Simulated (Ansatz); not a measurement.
Co: equation of state with BLYP+D3(BJ)

Co:

```
Co
1.0
     2.47056    0.00000    0.00000
    -1.23528    2.13957    0.00000
     0.00000    0.00000    8.08823
Co
4
Direct
  0.66667 0.33333 0.75000
  0.00000 0.00000 0.50000
  0.33333 0.66667 0.25000
  0.00000 0.00000 0.00000
```

```yaml
Program: Ansatz 0.2.0
Task: equation of state
Functional: BLYP
Dispersion: D3(BJ)
Potentials_or_basis: Ansatz PAW
Cutoff: 420 eV
Density_cutoff: 1680 eV
k_mesh: 12 × 12 × 4
Occupations: fermi-dirac, width 0.05 eV
Spin: collinear spin, ferromagnetic start
Starting_moments: "[2.0, 2.0, 2.0, 2.0] μB"
```

The equilibrium volume is 10.62 Å³/atom, the bulk modulus at fixed shape and positions is 216 GPa and the pressure derivative of the bulk modulus is 4.3 (rough: it moves with the points fitted).

Energy against volume, from the lowest point:
| volume (Å³/atom) | energy (meV/atom) |
| --- | --- |
| 10.047 | 22.82 |
| 10.261 | 8.43 |
| 10.475 | 1.11 |
| 10.688 | 0.00 |
| 10.902 | 4.48 |
| 11.116 | 14.05 |
| 11.330 | 28.21 |

All runs of the series together: 3 min on 2 threads of Intel(R) Xeon(R) Processor @ 2.50GHz (Skylake/Cascade Lake), on a shared host.

Caveat: the potentials were made for another functional, which shifts forces and pressure; the cell was scaled at fixed shape and fractional positions, which overstates the stiffness of a crystal with free parameters, most of all of layers and chains.
